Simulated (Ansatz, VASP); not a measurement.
# Two plane-wave programs on Zr

File INCAR:

```
PREC = Accurate
ENCUT = 520
EDIFF = 1E-7
ISMEAR = 0
SIGMA = 0.1
LREAL = False
LASPH = True
NELM = 60
ALGO = Normal
ISIF = 2
LWAVE = False
LCHARG = False
GGA = PS
NBANDS = 12
```

Contents of KPOINTS:

```
regular mesh
0
Gamma
  16 16 16
```

POSCAR

```
Zr
1.0
    0.0000000000      2.3141035500      2.3141035500
    2.3141035500      0.0000000000      2.3141035500
    2.3141035500      2.3141035500      0.0000000000
Zr
1
Direct
    0.0000000000      0.0000000000      0.0000000000
```

Input for Ansatz:

```yaml
crystal:
  lattice:
    - [0.0, 2.31410355, 2.31410355]
    - [2.31410355, 0.0, 2.31410355]
    - [2.31410355, 2.31410355, 0.0]
  atoms:
    - { symbol: Zr, position: [0.0, 0.0, 0.0] }
basis:
  ecutwfc: 420
kpoints:
  mp_grid: { grid: [16, 16, 16] }
hamiltonian:
  xc: pbesol
scf:
  occupations: { method: gaussian, width: 0.1 }
output:
  forces: true
  stress: true
  eigenvalues: true
  populations: true
```

Alike in both runs: task single point; functional PBEsol; k mesh 16 × 16 × 16; occupations gaussian, width 0.1 eV; no spin polarisation.

|  | VASP | Ansatz |
| --- | --- | --- |
| version | VASP 6.6.1 | Ansatz 0.2.0 |
| potentials or method | VASP PAW PBE potentials, release 64 (Zr_sv) | scalar-relativistic, plane waves, PAW |
| plane-wave cutoff (eV) | 520 | 420 |
| valence electrons in the cell | 12 | 12 |

```csv
,VASP,Ansatz,Ansatz less VASP
gap on the k mesh at the Fermi level (eV),none,none,-
pressure (GPa),-8.7,-8.7,-0.05
```

A gap of «none» marks a metal or a gap that the smearing closes. The functional is the same, so the differences come from potentials, cutoffs and numerics.

Caveats: the PAW data sets were made with another functional, which shifts forces and pressure a little (VASP).
